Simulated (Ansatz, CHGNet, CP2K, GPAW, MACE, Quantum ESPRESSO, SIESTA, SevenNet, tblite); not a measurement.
# Which run comes nearest? BeSe(110)/BP(110) interface (50 atoms)

The cell holds 50 atoms: 9 Be, 9 Se, 16 B and 16 P. Its edges and angles: a = 6.294 Å, b = 8.901 Å, c = 13.071 Å, α = 90.0°, β = 90.0°, γ = 90.0°. Zinc-blende BeSe(110), 3 repeat layers, 3 surface cells, strained +0.00 and -0.00 %; zinc-blende BP(110), 4 layers, 4 cells, -1.93 and -1.93 %; outer planes 2.26 Å apart and 2.29 Å at the second interface of the periodic stack; not relaxed, displaced by a Gaussian of 0.02 Å. Then every atom was moved at random, 0.03 Å r.m.s. a Cartesian component. Regions: BeSe, 18 atoms (9 Be and 9 Se); BP, 32 atoms (16 B and 16 P).

Geometry: as built.

The reference, a calculation:

| Item | Value |
| --- | --- |
| method | Kohn-Sham DFT, PBE, SSSP efficiency 1.3.0 pseudopotentials, plane waves (Quantum ESPRESSO 7.5); sssp-pbe-1.3.0-efficiency, cutoffs 45/360 Ry, Γ point |
| r.m.s. force component | 0.9546 eV/Å |
| longest force | 3.843 eV/Å |
| pressure | 2.19 GPa |
| time | 1.7 min on 2 MPI ranks of Intel Xeon Platinum 8559C (Emerald Rapids), shared host |
| CPU time | 3.4 min |

Runs, in no order:
A. QE PBE, dojo-0.4.1-standard, 60/240 Ry: Kohn-Sham DFT, PBE, PseudoDojo 0.4.1 standard norm-conserving pseudopotentials, plane waves
B. GPAW PBE, LCAO dzp, h 0.2 Å, other mixer settings: Kohn-Sham DFT, PBE, PAW, atomic orbitals (dzp)
C. CP2K PBEsol, PBE potentials, DZVP-MOLOPT-SR, 600/50 Ry, diagonalisation: Kohn-Sham DFT, PBEsol, GTH-PBE pseudopotentials, Gaussian and plane waves, DZVP-MOLOPT-SR-GTH, diagonalisation
D. SevenNet l3i5 potential: machine-learned interatomic potential SevenNet l3i5, trained on PBE(+U) plane-wave data

**Question.** Rank the runs by how far their forces lie from the reference's, least first.

A, C, B, D.

```tsv
run	Δ force, r.m.s. (meV/Å)	share of r.m.s. force (%)	CPU time
A. QE PBE, dojo-0.4.1-standard, 60/240 Ry	6.60	0.691	2.1 min
C. CP2K PBEsol, PBE potentials, DZVP-MOLOPT-SR, 600/50 Ry, diagonalisation	42.5	4.45	2.5 min
B. GPAW PBE, LCAO dzp, h 0.2 Å, other mixer settings	132	13.8	2.4 min
D. SevenNet l3i5 potential	472	49.5	7.6 s
```

Machine-learned potentials mimic data converged in k, so the reference's own k-point error enters their differences. The electronic-structure runs sample only Γ, in a cell whose shortest periodic width is 6 Å, which is coarse for a cell with partly filled levels.

[Logs are printed without paths, hosts, clocks, repeated set-up lines and the standing remarks that a program may print on its own settings, such as how far it seeks lower states.]

[Hosts, paths, dates, database ids (printed as entryN), source tags and the programs' standing remarks are cut or masked in the printed files.]
